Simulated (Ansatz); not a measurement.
Crystal: Sn.

```
Sn
1.0
     0.00000    3.23334    3.23334
     3.23334    0.00000    3.23334
     3.23334    3.23334    0.00000
Sn
2
Direct
  0.75000 0.75000 0.75000
  0.50000 0.50000 0.50000
```

This isn't the form of Sn at room conditions, which is tetragonal (white tin).

Base run:

| Property | Result |
| --- | --- |
| Program | Ansatz 0.2.0 |
| Functional | LDA |
| Potentials or basis | all-electron LAPW, scalar-relativistic |
| Cutoff | 257 eV |
| Density cutoff | 1028 eV |
| Basis error allowed | 0.001 eV/atom |
| k mesh | 7 × 7 × 7 |
| Occupations | fermi-dirac, width 0.05 eV |
| Spin | no spin polarisation |

Its results: pressure 0.2 GPa.

Task: The run is repeated on the same cell with these changes: functional from LDA to RPBE. What comes out?

Result: Pressure 5.2 GPa.

RPBE binds less tightly than LDA, so the same cell stands under more pressure.

Not every run made on this cell is shown here.
